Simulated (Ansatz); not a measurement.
# Cr (Cr, beta-Sn type): the cost of one run

Method: DFT revPBE, plane waves (420 eV) with PAW, scalar-relativistic; PBE-made PAW files, in Ansatz 0.2.0.

## (1) The system as given

The structure is tetragonal, space group I4_1/amd (No. 141). The conventional cell has a = 4.518 Å, b = 4.518 Å, c = 2.467 Å, α = 90.00°, β = 90.00°, γ = 90.00°. Cr (site symmetry -4m2) has 6 Cr at 2.34 to 2.47 Å as nearest neighbours.

As a file:

```
Cr
1.0
    -2.25922    2.25922    1.23354
     2.25922   -2.25922    1.23354
     2.25922    2.25922   -1.23354
Cr
2
Direct
  0.00000 0.00000 0.00000
  0.75000 0.25000 0.50000
```

Starting moments (μB): +1.5, -1.5.

## (2) Relaxing cell and atoms

Input file input.yaml:

```yaml
crystal:
  lattice:
    - [-2.2592229202, 2.2592229202, 1.2335357144]
    - [2.2592229202, -2.2592229202, 1.2335357144]
    - [2.2592229202, 2.2592229202, -1.2335357144]
  atoms:
    - { symbol: Cr, position: [0.0, 0.0, 0.0], spin: 1.5 }
    - { symbol: Cr, position: [0.75, 0.25, 0.5], spin: -1.5 }
hamiltonian:
  xc: revpbe
  pseudopotentials:
    kind: paw
    azcp:
      Cr: "pseudopotentials/Cr.paw.azcp"
basis:
  ecutwfc: 420
  fft_grid_basis: typed
kpoints:
  mp_grid: { grid: [14, 14, 10], shift: [0, 0, 0] }
magnetization:
  spin_polarized: true
scf:
  occupations: { method: fermi_dirac, width: 0.05 }
relax:
  max_steps: 60
  f_tol: 0.01
  cell: {}
```

The run is started by

```console
$ ansatz run input.yaml --threads 2 --pin off --max-ram 5120MiB --backend cpu --events-out ev --progress --plain --runs-dir out
```

**Question.** How long does this run take on 2 threads of Arm Neoverse V1, shared host, and how much memory does it need?

About 12 min, with a peak of 0.8 GiB.
